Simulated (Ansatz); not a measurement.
Crystal: BaTiO3 (Barioperovskite).

```xyz
5
Lattice="3.9855 0.0000 0.0000 0.0000 2.8369 2.8451 0.0000 -2.8369 2.8451" Properties=species:S:1:pos:R:3 pbc="T T T"
Ba    0.0000    0.0000    0.0000
Ti    1.9928    0.0000    2.9157
O     1.9928    1.3804    4.2594
O     1.9928   -1.3804    4.2594
O     0.0000    0.0000    2.7735
```

| Property | Result |
| --- | --- |
| Program | Ansatz 0.2.0 |
| Task | relaxation of cell and atoms |
| Functional | PBEsol |
| Potentials or basis | Ansatz PAW |
| Cutoff | 420 eV (not typed: the program's choice for these potentials) |
| k mesh | 7 × 7 × 7 |
| Occupations | fermi-dirac, width 0.05 eV |
| Spin | no spin polarisation |

At the start: volume 12.87 Å³/atom.

Q: Where does the relaxation end?

A: It ends after 11 steps and the volume is 12.69 Å³/atom (-1.4 %); space group Amm2 (No. 38, to 0.05 Å).

The path:
| step | energy change (eV) | largest force (eV/Å) | volume (Å³) |
| --- | --- | --- | --- |
| 1 | 0.0000 | 0.2872 | 64.34 |
| 2 | -0.0258 | 0.3803 | 62.84 |
| 3 | -0.0366 | 0.1807 | 62.74 |
| 4 | -0.0380 | 0.1553 | 62.96 |
| 5 | -0.0408 | 0.1315 | 63.03 |
| 6 | -0.0432 | 0.0109 | 63.43 |
| 7 | -0.0431 | 0.0056 | 63.48 |
| 8 | -0.0432 | 0.0007 | 63.46 |
| 9 | -0.0403 | 0.0006 | 63.46 |
| 10 | -0.0404 | 0.0011 | 63.43 |
| 11 | -0.0403 | 0.0010 | 63.43 |

Final structure:
```yaml
crystal:
  lattice:
    - [3.94989, 0.00000, 0.00000]
    - [0.00000, 2.82830, 2.83877]
    - [0.00000, -2.82830, 2.83877]
  atoms:
    - { symbol: Ba, position: [0.00000, 0.00708, 0.00708] }
    - { symbol: Ti, position: [0.50000, 0.51984, 0.51984] }
    - { symbol: O, position: [0.50000, 0.98481, 0.49373] }
    - { symbol: O, position: [0.50000, 0.49373, 0.98481] }
    - { symbol: O, position: [0.00000, 0.49142, 0.49142] }
```

Caveat: the plane-wave basis is chosen anew once the cell has moved, so the energies of steps on either side of that aren't comparable; the pressure holds a Pulay correction of +0.6 GPa for the finite cutoff; the PAW data sets come from PBE, with cores solved anew for the run's functional, which leaves a small shift of forces and pressure.
